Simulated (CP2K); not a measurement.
Mo:

```
Mo
1.0
     2.74324    0.00000    0.00000
    -0.91441    2.58635    0.00000
    -0.91441   -1.29317    2.23984
Mo
1
Cartesian
  0.0000 0.0000 0.0000
```

Base run:

| Property | Result |
| --- | --- |
| Program | CP2K 2026.2 |
| Functional | r2SCAN |
| Dispersion | rVV10 |
| Potentials or basis | POTENTIAL_UZH Mo GTH-SCAN-q14; TZVP-MOLOPT-SCAN-GTH basis |
| Density cutoff | 9184 eV |
| k mesh | 12 × 12 × 12 |
| Occupations | fermi-dirac, width 0.05 eV |
| Spin | no spin polarisation |

Its results: band gap on the k mesh none (metal or under the smearing width); pressure -3.7 GPa.

Problem. The run is repeated on the same cell with these changes: dispersion from rVV10 to D3(BJ). What comes out?

Solution. Band gap on the k mesh none (metal or under the smearing width); pressure -5.6 GPa.

Caveats: the basis of atomic orbitals isn't converged, which shifts pressures, moduli and gaps; pairwise dispersion overbinds metals, which lowers pressure and volume.
